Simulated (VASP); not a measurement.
The system is MnF2.

```
Mn F
1.0
     1.58681    0.91615    4.79753
    -1.58681    0.91615    4.79753
     0.00000   -1.83229    4.79753
Mn F
1 2
Direct
  0.00000 0.00000 0.00000
  0.25200 0.25200 0.25200
  0.74800 0.74800 0.74800
```

The cell was built by a generator and needn't be a form met in nature.

Base run:

* Program: VASP 6.6.1
* Functional: LDA
* Potentials or basis: VASP PAW LDA potentials, release 64 (Mn_pv, F)
* Cutoff: 520 eV
* k mesh: 7 × 7 × 7
* Occupations: gaussian, width 0.05 eV
* Spin: collinear spin, random start
* Starting moments: [-0.55, 0.0, 0.0] μB
* Hubbard terms: Mn d U = 7 eV

Its results: band gap on the k mesh 3.63 eV, indirect (least direct gap 3.68 eV); pressure -7.1 GPa; largest force 1.335 eV/Å.

Q: The run is repeated on the same cell with these changes: spin from collinear spin, random start to no spin polarisation; further incar settings from ALGO = Normal; EDIFF = 1e-06; NBANDS = 24 to ALGO = Normal; EDIFF = 1e-06. What comes out?

A: Band gap on the k mesh none (metal or under the smearing width); pressure -20.4 GPa; largest force 1.842 eV/Å.

Caveats: an odd mesh through Γ misses points on the zone boundary, where band edges often lie (some runs); a cell with one magnetic atom can't hold antiferromagnetic order, which such compounds often take (some runs); forces of over 1 eV/Å show positions far from the minimum, so gaps and moduli don't describe the material at rest (some runs); an odd number of electrons without spin polarisation forces a metal (some runs); a magnetic or distorted state may lie lower (some runs); U without spin polarisation on a metal has little footing (some runs).
